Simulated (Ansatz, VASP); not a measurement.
FeSi: VASP beside Ansatz

The input INCAR:

```
SYSTEM = FeSi
  PREC = Accurate
  ENCUT = 520
  EDIFF = 1E-6
  ISMEAR = 0
  SIGMA = 0.05
  LREAL = .False.
  LASPH = .True.
  NELM = 150
  ALGO = Fast
  ISIF = 2
  LWAVE = .False.
  LCHARG = .False.
  ISPIN = 2
  MAGMOM = 0.05 0
  LORBIT = 11
  LMAXMIX = 4
  GGA = PS
  NBANDS = 17
```

The input KPOINTS:

```
Automatic mesh
0
Gamma
  16 16 16
  0 0 0
```

File POSCAR:

```
FeSi
1.0
    2.7315396637      0.0000000000      0.0000000000
    0.0000000000      2.7315396637      0.0000000000
    0.0000000000      0.0000000000      2.7315396637
Fe Si
1 1
Direct
    0.0000000000      0.0000000000      0.0000000000
    0.5000000000      0.5000000000      0.5000000000
```

Input for Ansatz:

```yaml
crystal:
  lattice:
    - [2.7315396637, 0.0, 0.0]
    - [0.0, 2.7315396637, 0.0]
    - [0.0, 0.0, 2.7315396637]
  atoms:
    - { symbol: Fe, position: [0.0, 0.0, 0.0], spin: 0.05 }
    - { symbol: Si, position: [0.5, 0.5, 0.5] }
basis:
  ecutwfc: 420
  ecutrho_ratio: 4
kpoints:
  mp_grid: { grid: [16, 16, 16] }
hamiltonian:
  xc: pbesol
scf:
  occupations: { method: gaussian, width: 0.05 }
output:
  forces: true
  stress: true
  eigenvalues: true
  populations: true
magnetization:
  spin_polarized: true
```

Alike in both runs: task single point; functional PBEsol; k mesh 16 × 16 × 16; occupations gaussian, width 0.05 eV; collinear spin.

```csv
,VASP,Ansatz
version,VASP 6.6.1,Ansatz 0.2.0
potentials or method,"VASP PAW PBE potentials, release 64 (Fe, Si)","scalar-relativistic, plane waves, PAW"
plane-wave cutoff (eV),520,420
valence electrons in the cell,12,20
```

Ansatz gave:

* gap on the k mesh at the Fermi level (eV): none
* pressure (GPa): 0.1
* net moment per atom (μB): 0.00

**Question.** Which values does VASP return?

**Answer.** gap on the k mesh at the Fermi level (eV): none; pressure (GPa): 0.7; net moment per atom (μB): 0.00.

A gap of «none» marks a metal or a gap that the smearing closes. The two sets of potentials don't hold the same shells in valence. Ansatz warned: «seeded_moment_not_kept».

Caveats: the PAW data sets were made with another functional, which shifts forces and pressure a little (VASP).
